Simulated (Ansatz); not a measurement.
Hf (bcc)

The computed numbers are results of PBE, scalar-relativistic (no spin polarisation) in the plane-wave PAW code Ansatz at 420 eV, 16×16×16 k-mesh, Gaussian smearing of 0.05 eV; PAW files: Ansatz's generated set soft_2.

```yaml
crystal:
  lattice:
    - [-1.77190, 1.77190, 1.77190]
    - [1.77190, -1.77190, 1.77190]
    - [1.77190, 1.77190, -1.77190]
  atoms:
    - { symbol: Hf, position: [0.00000, 0.00000, 0.00000] }
```

At room temperature and ambient pressure Hf is hcp.

Task: Which orbitals carry the states at the Fermi level, and how many states are there?

Result: Within 0.1 eV of it: Hf 5d 93 % (shares among the projected shells). The density of states at the Fermi level is about 1.8 states/eV per cell, averaged over 0.3 eV.

Density of states (tetrahedra, averaged over 0.4 eV; states/eV per cell of 1 atom; energy in eV from the Fermi level; projections on Löwdin-orthogonalised atomic orbitals, summed over sites):

```
    E  total  Hf 5d  Hf 6s  Hf 5p
-6.85   0.03   0.00   0.03   0.00
-6.45   0.06   0.00   0.06   0.00
-6.05   0.09   0.00   0.08   0.00
-5.65   0.11   0.01   0.10   0.00
-5.25   0.14   0.01   0.12   0.00
-4.85   0.17   0.02   0.14   0.00
-4.45   0.21   0.04   0.16   0.01
-4.05   0.27   0.08   0.18   0.01
-3.65   0.38   0.16   0.20   0.01
-3.25   0.64   0.40   0.23   0.01
-2.85   0.65   0.44   0.19   0.01
-2.45   0.76   0.59   0.15   0.01
-2.05   1.08   0.94   0.11   0.02
-1.65   0.64   0.58   0.04   0.01
-1.25   0.41   0.38   0.01   0.01
-0.85   1.02   0.97   0.01   0.02
-0.45   2.10   1.99   0.03   0.03
-0.05   1.87   1.67   0.09   0.02
 0.35   1.89   1.55   0.17   0.02
 0.75   1.08   0.92   0.05   0.01
 1.15   0.70   0.66   0.01   0.00
 1.55   0.31   0.29   0.01   0.00
 1.95   0.28   0.27   0.01   0.00
 2.35   0.59   0.54   0.02   0.00
 2.75   0.75   0.70   0.03   0.00
 3.15   0.86   0.81   0.02   0.00
 3.55   1.04   0.99   0.02   0.00
 3.95   1.22   1.17   0.02   0.00
 4.35   1.22   1.17   0.02   0.00
 4.75   1.72   1.53   0.14   0.00
 5.15   3.05   2.66   0.27   0.00
 5.55   0.77   0.51   0.12   0.00
 5.95   0.54   0.34   0.08   0.00
```

No spin–orbit coupling, a notable omission for heavy elements.
